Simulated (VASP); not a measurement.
The system is NiO.

```
Ni O
1.0
     0.00000    2.09131    2.09131
     2.09131    0.00000    2.09131
     2.09131    2.09131    0.00000
Ni O
1 1
Direct
  0.00000 0.00000 0.00000
  0.50000 0.50000 0.50000
```

- Program: VASP 6.6.1
- Task: relaxation of cell and atoms
- Functional: PBE
- Potentials or basis: VASP PAW PBE potentials, release 54 (Ni, O)
- Cutoff: 900 eV
- k mesh: 8 × 8 × 8
- Occupations: fermi-dirac, width 0.05 eV
- Spin: collinear spin, ferromagnetic start
- Starting moments: [1.0, 0.0] μB

At the start: pressure 4.9 GPa; volume 9.15 Å³/atom.

**Question.** Where does the relaxation end?

**Answer.** Over 3 steps the energy falls by 3.5 meV/atom and the volume is 9.38 Å³/atom (+2.6 %); space group Fm-3m (No. 225, to 0.05 Å); moment 1.83 μB per cell.

The path:
| step | energy change (eV) | largest force (eV/Å) | pressure (GPa) | volume (Å³) |
| --- | --- | --- | --- | --- |
| 1 | 0.0000 | 0.0000 | 4.86 | 18.29 |
| 2 | -0.0049 | 0.0000 | -2.52 | 19.04 |
| 3 | -0.0070 | 0.0000 | 0.02 | 18.77 |

Final structure:
```cif
data_structure
_symmetry_space_group_name_H-M 'P 1'
_symmetry_Int_Tables_number 1
_cell_length_a 2.9829
_cell_length_b 2.9829
_cell_length_c 2.9829
_cell_angle_alpha 60.000
_cell_angle_beta 60.000
_cell_angle_gamma 60.000
_cell_volume 18.77
loop_
_atom_site_label
_atom_site_type_symbol
_atom_site_fract_x
_atom_site_fract_y
_atom_site_fract_z
_atom_site_occupancy
Ni1 Ni 0.00000 0.00000 0.00000 1
O1 O 0.50000 0.50000 0.50000 1
```

Caveat: a cell with one magnetic atom can't hold antiferromagnetic order, which such compounds often take.
